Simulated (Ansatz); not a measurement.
# TaN (Fm-3m) in Ansatz: further runs

The runs below take TaN through projected density of states, with r2SCAN+U.

All numbers are computed with Ansatz 0.2.0; they aren't measurements. Logs are shortened: lines on timing, memory, paths and dates and some standing lists are left out, and cuts for length are marked.

## (1) The crystal as given

The structure is cubic, space group Fm-3m (No. 225). The conventional cell has a = 4.423 Å, b = 4.423 Å, c = 4.423 Å, α = 90.00°, β = 90.00°, γ = 90.00°. Ta (site symmetry m-3m) is surrounded by 6 N at 2.21 Å. Around N (site symmetry m-3m) lie 6 Ta at 2.21 Å.

The cell comes from a database or a generator and needn't be the stable form of this composition.

## (2) Projected density of states, r2SCAN+U

Input file input.yaml:

```yaml
crystal:
  lattice:
    - [0.0, 2.211323, 2.211323]
    - [2.211323, 0.0, 2.211323]
    - [2.211323, 2.211323, 0.0]
  atoms:
    - { symbol: Ta, position: [0.5, 0.5, 0.5] }
    - { symbol: "N", position: [0.0, 0.0, 0.0] }
hamiltonian:
  xc: r2scan
  pseudopotentials: { kind: paw }
  hubbard: { sites: [{ species: Ta, l: d, u_eff: 1.0 }] }
kpoints:
  mp_grid: { grid: [10, 10, 10] }
scf:
  occupations: { method: fermi_dirac, width: 0.05 }
  n_extra_bands: 6
output:
  forces: true
  stress: true
  eigenvalues: true
  dos: { projected: true, de: 0.05, nscf_kmesh: { grid: [15, 15, 15] } }
  write_density: true
  write_potential: true
  elf: true
  volumetric_format: npy
```

Potentials or basis: Ansatz PAW.

Launch:

```sh
> ansatz run input.yaml --threads 2 --pin off --max-ram 5632MiB --backend cpu --events-out ev --progress --plain --runs-dir out
```

The program printed:

```text
Warning: RAYON_NUM_THREADS=2 ignored (pool sized by the plan → 2); use --threads N
Ta: projections on atomic orbitals take those of the free atom [Kr 4d10 4f14] 5s2 5p6 5d3 6s2, of charge +0.00 (hamiltonian.pseudopotentials.projection_atoms); the dataset's partial waves leave at most 6.0e-5 of an orbital's norm unspanned inside its sphere
N: projections on atomic orbitals take those of the free atom [He] 2s2 2p3, of charge +0.00 (hamiltonian.pseudopotentials.projection_atoms); the dataset's partial waves leave at most 9.3e-9 of an orbital's norm unspanned inside its sphere
scf.n_extra_bands = 6 over 9 filled bands (N_el = 18.0): the run solves 15 bands
Engine: ansatz 0.2.0, aarch64-unknown-linux-gnu
Pseudopotentials: kind: paw
Pseudopotential: Ta, paw, valence charge 13, recommended cutoff 500 eV (meta_gga), Ta.paw.azcp
Pseudopotential: N, paw, valence charge 5, recommended cutoff 500 eV (meta_gga), N.paw.azcp
Functional definition: r2SCAN
  parameter k0 = 0.174
  parameter k1 = 0.065
  parameter a1 = 4.9479
  exchange = r2scan_x(k0 = k0, k1 = k1, a1 = a1)
  correlation = r2scan_c
Crystal: 2 atoms, lattice volume = 21.627 Å³
Basis set: ecut = 500 eV, 537 PW (Γ), exchange–correlation on 96×96×96 points (64 copies of the dense FFT grid, shifted against one another)
Bands: 15, of which v1, the nominal top of the filled ones, is band 9 counted from 1 (8 counted from 0)
Symmetry: 48 space group operations
Space group: Fm-3m (ITA 225), of the structure as read, at distance tolerance 2.8e-5 Å
k-points: 47 of 1000
Non-local potential: Ta, projectors of the file, l = 0: 3, l = 1: 2, l = 2: 2, l = 3: 1
Non-local potential: N, projectors of the file, l = 0: 2, l = 1: 2, l = 2: 1
PAW form: soft (Blöchl's): semilocal exchange-correlation on the pseudo side does not see the compensation charge
PAW frozen core: Ta, regenerated for the run's functional (the file was generated under x = pbe(κ = 0.804, μ = 0.2195149727645171), c = pbe(β = 0.06672455060314922))
PAW frozen core: N, regenerated for the run's functional (the file was generated under x = pbe(κ = 0.804, μ = 0.2195149727645171), c = pbe(β = 0.06672455060314922))
PAW one-centre angular grid: Ta, 590 points (default); XC on 160 Gauss nodes
PAW one-centre angular grid: N, 302 points (default); XC on 160 Gauss nodes
Initial density: superposition of atomic densities (chi_scale 0.1, normalization cell, long waves kept (reshape's long-wave potential 0.00 eV rms))
Initial wavefunctions: pseudopotential atomic-orbital guess
Functional: x = r2scan, c = r2scan; τ floored in thin density (d = 2e-4 eV/Å³)
SCF iter   1: F=—  HF=-10329.780737 eV  |F-HF|=—  |Δ(HF+E_count)|=         —  Δρ=5.68e-2  dr2=7.23e-1  dr2_τ=2.35e-1  ethr=3.10e-3  ⟨swp⟩=5.9  Hψ=3739  notcnv=0
preconditioner: auto → none  [insulator: Δε(μ)=0.193 eV  Ē_g=14.034 eV  σ=0.050 eV  W_gap=0.63  n_scr=8 (ndim 8)  ℏωp=25.3 eV  f_vac=0.000  D(μ)=0.51/eV (n_scr^D=0)  ε∞_Penn≈4.2]
SCF iter   2: F=—  HF=-10329.914570 eV  |F-HF|=—  |Δ(HF+E_count)|=   1.34e-1  Δρ=4.37e-2  dr2=2.58e-1  dr2_τ=8.76e-2  ethr=3.10e-3  ⟨swp⟩=2.1  Hψ=1555  notcnv=0  defer=51
SCF iter   3: F=—  HF=-10329.889168 eV  |F-HF|=—  |Δ(HF+E_count)|=   2.54e-2  Δρ=1.65e-2  dr2=2.74e-2  dr2_τ=3.43e-3  ethr=1.43e-3  ⟨swp⟩=2.3  Hψ=1135  notcnv=0  defer=50
SCF iter   4: F=—  HF=-10329.909655 eV  |F-HF|=—  |Δ(HF+E_count)|=   2.05e-2  Δρ=3.12e-3  dr2=6.44e-4  dr2_τ=1.96e-4  ethr=1.52e-4  ⟨swp⟩=2.6  Hψ=1380  notcnv=0  defer=50
SCF iter   5: F=—  HF=-10329.910533 eV  |F-HF|=—  |Δ(HF+E_count)|=   8.79e-4  Δρ=5.49e-4  dr2=1.96e-5  dr2_τ=4.89e-6  ethr=3.58e-6  ⟨swp⟩=2.3  Hψ=1011  notcnv=0  defer=50
SCF iter   6: F=—  HF=-10329.910564 eV  |F-HF|=—  |Δ(HF+E_count)|=   3.10e-5  Δρ=1.11e-4  dr2=3.19e-6  dr2_τ=2.37e-7  ethr=1.09e-7  ⟨swp⟩=2.3  Hψ=982  notcnv=0  defer=50
SCF iter   7: F=—  HF=-10329.910564 eV  |F-HF|=—  |Δ(HF+E_count)|=   2.20e-7  Δρ=2.82e-5  dr2=1.98e-7  dr2_τ=5.90e-9  ethr=1.77e-8  ⟨swp⟩=2.3  Hψ=869  notcnv=0  defer=50
SCF iter   8: F=-10329.910564 eV  HF=-10329.910564 eV  |F-HF|=6.64e-10  |Δ(HF+E_count)|=   5.91e-9  Δρ=1.53e-6  dr2=3.00e-10  dr2_τ=1.00e-10  ethr=5.56e-10  ⟨swp⟩=12.6  Hψ=4450  notcnv=0
SCF 1 converged in 8 iterations: F = -10329.910564 eV  dr2 = 3.00e-10
NSCF: frozen V_eff on 120 k-points
SCF converged after 8 iterations
Free energy (F): -10329.910564 eV
Harris-Foulkes:  -10329.910564 eV  (|F-HF|=6.64e-10)
Internal energy: -10329.905031 eV  (E = F + TS)
E sigma→0 (E₀):  -10329.907797 eV
Entropy (-TS):   -0.005534 eV (-2.767 meV/atom)
Fermi energy:    21.453589 eV
--- Per-component energies (eV) ---
  E_band       = -66.100076
  E_kinetic    = 501.744563
  E_local      = -595.530357  (includes V_loc(G=0)·N_el)
  E_nonlocal   = 59.381949
  E_hartree    = 200.258554
  E_xc         = -265.457296
  E_vxc        = -308.210177  (∫ρ·V_xc dr)
  E_hubbard    = 1.150121  (on-site DFT+U / exact-exchange correction)
  E_vhub       = 0.427604  (the Hubbard potential's part of the band-sum identity)
  E_paw        = -8552.046666  (= ΣΔE_a)
  E_vpaw       = -140.358626  (= ΣTr[D̂ρ^β])
  E_aug_tail   = 0.000065  (compensation charges beyond the density's cutoff)
  E_vtau       = 15.928038  (kinetic-family band-sum trace: ∫τ·v_τ [+ j·A + Jᵃ·Aᵃ] dr)
  E_ewald      = -1678.620117
  E_core_change = -0.785845  (= ΣΔE_core)
  E_smearing   = -0.005534  (= −TS)
  E_closure    = 0.000000  (closes the sum)
  Σ components = -10329.910564   (vs F -10329.910564, Δ=0.00e0)
--- Forces (eV/Å), atoms counted from 1 ---
  atom   1  Ta     0.00000000    -0.00000000     0.00000000
  atom   2  N     -0.00000000    -0.00000000     0.00000000
  max |Σ_I F_I| component: 2.57e-29 eV/Å
--- Stress (GPa, compression-positive) ---
       -5.299068       0.000000      -0.000000
       -0.000000      -5.299068       0.000000
        0.000000       0.000000      -5.299068
  P = ⅓ Tr σ = -5.2991 GPa (-52.991 kbar)
--- Band table (eV; the first three rows and the last of 47) ---
  k-point 0: bands = ["-50.1953", "-15.7810", "-15.7810", "-15.7810", "1.5736", "17.3360", "17.3360", "17.3360", "19.3195", "19.3195", "19.3195", "21.7363", "21.7363", "23.0053", "31.0506"]
  k-point 1: bands = ["-50.1900", "-15.8649", "-15.7884", "-15.7884", "1.8047", "16.2399", "16.6355", "16.6355", "19.6779", "19.6779", "19.7323", "22.6115", "22.6115", "23.7328", "31.7683"]
  k-point 2: bands = ["-50.1760", "-16.0788", "-15.8078", "-15.8078", "2.4353", "14.3777", "15.4651", "15.4651", "20.2887", "20.4989", "20.4989", "24.4789", "24.4789", "25.2546", "33.4003"]
  k-point 46: bands = ["-50.1213", "-16.3293", "-16.1992", "-16.0727", "3.4166", "13.9558", "14.2598", "14.4352", "20.0753", "22.3479", "24.8870", "25.4074", "26.2965", "31.2835", "32.6745"]
Occupation matrices written to <dir>
```

Run time: 3.2 s. Hardware: 2 threads of Arm Neoverse V2, shared host; peak memory 0.37 GiB.

Results:

- Free energy: -10329.9106 eV
- Pressure: -5.3 GPa
- Band gap on the k mesh: none (metal or under the smearing width)
- Density of states at the Fermi level: 0.69 states/eV per cell

States per cell in windows of 0.5 eV (zero at the Fermi level; states under -8 eV left out):
```
from (eV)  total  Ta 5d  N 2p  Ta 6s  N 2s  Ta 5p  Ta 5s
     -8.0   0.59   0.19  0.37   0.02  0.01   0.01   0.00
     -7.5   1.72   0.54  1.11   0.01  0.01   0.03   0.00
     -7.0   0.92   0.32  0.58   0.00  0.01   0.01   0.00
     -6.5   0.55   0.18  0.36   0.00  0.00   0.01   0.00
     -6.0   0.38   0.11  0.26   0.00  0.00   0.01   0.00
     -5.5   0.19   0.04  0.14   0.00  0.00   0.00   0.00
     -5.0   0.07   0.02  0.05   0.00  0.00   0.00   0.00
     -4.5   0.06   0.03  0.03   0.00  0.00   0.00   0.00
     -4.0   0.09   0.06  0.03   0.00  0.00   0.00   0.00
     -3.5   0.13   0.09  0.04   0.00  0.00   0.00   0.00
     -3.0   0.17   0.13  0.04   0.00  0.00   0.00   0.00
     -2.5   0.23   0.18  0.05   0.00  0.00   0.00   0.00
     -2.0   0.28   0.22  0.05   0.00  0.00   0.00   0.00
     -1.5   0.31   0.24  0.06   0.00  0.00   0.00   0.00
     -1.0   0.37   0.29  0.07   0.01  0.00   0.00   0.00
     -0.5   0.37   0.29  0.06   0.01  0.00   0.00   0.00
      0.0   0.41   0.33  0.06   0.01  0.00   0.00   0.00
      0.5   0.51   0.42  0.07   0.01  0.00   0.00   0.00
      1.0   0.65   0.55  0.08   0.01  0.01   0.00   0.00
      1.5   1.03   0.85  0.13   0.02  0.02   0.00   0.00
      2.0   0.89   0.74  0.10   0.02  0.02   0.00   0.00
      2.5   0.77   0.64  0.07   0.02  0.03   0.00   0.00
      3.0   0.75   0.60  0.06   0.03  0.04   0.00   0.00
      3.5   0.43   0.25  0.06   0.04  0.06   0.00   0.00
      4.0   0.55   0.29  0.07   0.05  0.09   0.00   0.00
      4.5   0.69   0.32  0.10   0.07  0.11   0.00   0.00
      5.0   0.52   0.25  0.09   0.06  0.05   0.00   0.00
      5.5   0.33   0.16  0.08   0.04  0.02   0.00   0.00
      6.0   0.33   0.16  0.08   0.03  0.01   0.00   0.00
      6.5   0.31   0.15  0.09   0.02  0.00   0.00   0.00
      7.0   0.28   0.12  0.08   0.04  0.00   0.00   0.00
      7.5   0.41   0.14  0.10   0.09  0.00   0.00   0.00
```

Eigenvalues of the final occupation matrices:
```
  site  spin  trace               eigenvalues
site 1     1   1.87  0.29 0.29 0.43 0.43 0.43
```

Caveat: U without spin polarisation on a metal has little footing; the PAW data sets come from PBE, with cores solved anew for the run's functional, which leaves a small shift of forces and pressure; the density of states is complete only up to the lowest level of the last band computed.

## (3) Projected density of states, r2SCAN+U

Changes to input.yaml since step 2:

```diff
@@ -11,3 +11,3 @@
   pseudopotentials: { kind: paw }
-  hubbard: { sites: [{ species: Ta, l: d, u_eff: 1.0 }] }
+  hubbard: { sites: [{ species: Ta, l: d, u_eff: 2.0 }] }
 kpoints:
```

Potentials or basis: Ansatz PAW.

Launch:

```sh
> ansatz run input.yaml --threads 2 --pin off --max-ram 5632MiB --backend cpu --events-out ev --progress --plain --runs-dir out
```

It took 3.1 s on 2 threads of Arm Neoverse V2, shared host; peak memory 0.37 GiB.

Results (log left out):

```
Free energy                          : -10328.7623 eV
Pressure                             : -4.4 GPa
Band gap on the k mesh               : none (metal or under the smearing width)
Density of states at the Fermi level : 0.69 states/eV per cell
```

Levels at points of the mesh, in eV from the Fermi level:
```
             k point  band 5  band 6  band 7  band 8  band 9  band 10  band 11  band 12  band 13  band 14
  (0.00, 0.00, 0.00)  -19.90   -4.12   -4.12   -4.12   -2.13    -2.13    -2.13     0.43     0.43     1.52
 (0.00, 0.00, -0.50)  -17.01  -10.71   -7.76   -7.76    1.84     1.84     1.97     3.85     7.79     7.79
(0.00, -0.50, -0.50)  -18.53   -7.12   -5.50   -5.00   -5.00     2.46     3.41     3.41     4.65     7.13
```

States per cell in windows of 1 eV (zero at the Fermi level; states under -8 eV left out):
```csv
from (eV),total,Ta 5d,N 2p,Ta 6s,N 2s,Ta 5p,Ta 5s
-8.0,2.27,0.71,1.45,0.02,0.02,0.04,0.00
-7.0,1.52,0.51,0.96,0.00,0.01,0.02,0.00
-6.0,0.58,0.15,0.42,0.00,0.00,0.01,0.00
-5.0,0.13,0.05,0.08,0.00,0.00,0.00,0.00
-4.0,0.23,0.15,0.07,0.00,0.00,0.00,0.00
-3.0,0.40,0.30,0.09,0.00,0.00,0.00,0.00
-2.0,0.59,0.46,0.11,0.01,0.01,0.00,0.00
-1.0,0.74,0.58,0.12,0.01,0.01,0.00,0.00
0.0,0.90,0.73,0.13,0.02,0.01,0.00,0.00
1.0,1.67,1.39,0.21,0.03,0.02,0.00,0.00
2.0,1.66,1.38,0.17,0.05,0.05,0.00,0.00
3.0,1.13,0.82,0.11,0.08,0.10,0.00,0.00
4.0,1.23,0.61,0.16,0.13,0.19,0.00,0.00
5.0,0.89,0.44,0.17,0.10,0.08,0.00,0.00
6.0,0.64,0.31,0.17,0.05,0.01,0.00,0.00
7.0,0.72,0.29,0.19,0.13,0.01,0.00,0.00
```

Eigenvalues of the final occupation matrices:
```
  site  spin  trace               eigenvalues
site 1     1   1.86  0.29 0.29 0.43 0.43 0.43
```

Caveat: U without spin polarisation on a metal has little footing; the PAW data sets come from PBE, with cores solved anew for the run's functional, which leaves a small shift of forces and pressure; the density of states is complete only up to the lowest level of the last band computed. Spin-orbit coupling is left out, which matters for the levels of Ta.

(Part 1 of 2 ends here.)
